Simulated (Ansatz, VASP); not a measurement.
## Two plane-wave programs on BaTiO3

File INCAR:

```
SYSTEM = BaTiO3
PREC = Accurate
ENCUT = 520
EDIFF = 1E-7
ISMEAR = -1
SIGMA = 0.05
LREAL = .FALSE.
LASPH = .TRUE.
NELM = 150
ALGO = Normal
ISIF = 2
LWAVE = .FALSE.
LCHARG = .FALSE.
LMAXMIX = 4
LDAU = .TRUE.
LDAUTYPE = 2
LDAUL = -1 2 -1
LDAUU = 0 5 0
LDAUJ = 0 0 0
LDAUPRINT = 1
GGA = PE
NBANDS = 28
```

Contents of KPOINTS:

```
Automatic mesh
0
G
  7 7 7
  0 0 0
```

POSCAR

```
BaTiO3
1.0
    3.9998000000      0.0000000000      0.0000000000
    0.0000000000      3.9998000000      0.0000000000
    0.0000000000      0.0000000000      4.0180000000
Ba Ti O
1 1 3
Direct
    0.0000000000      0.0000000000      0.0000000000
    0.5000000000      0.5000000000      0.4900000000
    0.0000000000      0.5000000000      0.5170000000
    0.5000000000      0.0000000000      0.5170000000
    0.5000000000      0.5000000000      0.0190000000
```

Contents of input.yaml:

```yaml
crystal:
  lattice:
    - [3.9998, 0.0, 0.0]
    - [0.0, 3.9998, 0.0]
    - [0.0, 0.0, 4.018]
  atoms:
    - { symbol: Ba, position: [0.0, 0.0, 0.0] }
    - { symbol: Ti, position: [0.5, 0.5, 0.49] }
    - { symbol: O, position: [0.0, 0.5, 0.517] }
    - { symbol: O, position: [0.5, 0.0, 0.517] }
    - { symbol: O, position: [0.5, 0.5, 0.019] }
hamiltonian:
  xc: pbe
  pseudopotentials: { kind: paw }
  hubbard: { sites: [{ species: Ti, l: d, u_eff: 5.0 }] }
kpoints:
  mp_grid: { grid: [7, 7, 7] }
  band_path:
    path:
      - [[0.0, 0.0, 0.0], [0.0, 0.5, 0.0], [0.5, 0.5, 0.0], [0.0, 0.0, 0.0], [0.0, 0.0, 0.5], [0.0, 0.5, 0.5], [0.5, 0.5, 0.5], [0.0, 0.0, 0.5]]
      - [[0.0, 0.5, 0.0], [0.0, 0.5, 0.5]]
      - [[0.5, 0.5, 0.0], [0.5, 0.5, 0.5]]
    npoints: 14
scf:
  occupations: { method: fermi_dirac, width: 0.05 }
  n_extra_bands: 12
output:
  forces: true
  stress: true
  eigenvalues: true
  fatbands: true
  write_density: true
  write_potential: true
  elf: true
  volumetric_format: npy
```

Alike in both runs: functional PBE; k mesh 7 × 7 × 7; occupations fermi-dirac, width 0.05 eV; no spin polarisation; Hubbard terms Ti d U = 5.0 eV.

```csv
,VASP,Ansatz
version,VASP 6.6.1,Ansatz 0.2.0
potentials or method,"VASP PAW PBE potentials, release 64 (Ba_sv, Ti_sv, O)",Ansatz PAW
plane-wave cutoff (eV),520,420
valence electrons in the cell,40,40
task,single point,band structure
```

Ansatz gave:

| Item | Value |
| --- | --- |
| gap on the k mesh at the Fermi level (eV) | 2.54 |
| least direct gap on the mesh (eV) | 2.73 |
| pressure (GPa) | 4.1 |
| largest component of the traceless stress (GPa) | 0.62 |
| rms of the force components (eV/Å) | 0.065 |

Question: Which values does VASP return?

Answer: gap on the k mesh at the Fermi level (eV): 2.48; least direct gap on the mesh (eV): 2.70; pressure (GPa): 8.3; largest component of the traceless stress (GPa): 0.90; rms of the force components (eV/Å): 0.200.

The programs project onto different local orbitals, so the same U acts differently. Atom by atom the forces differ by 0.168 eV/Å (rms over components).

Caveats: spin-orbit coupling is left out, which moves the levels of the heavy elements; an odd mesh through Γ misses points on the zone boundary, where band edges often lie (VASP); the k mesh misses the band edges, so the gap on the mesh is wider than the one along the path (Ansatz); the pressure holds a Pulay correction of +0.5 GPa for the finite cutoff (Ansatz).
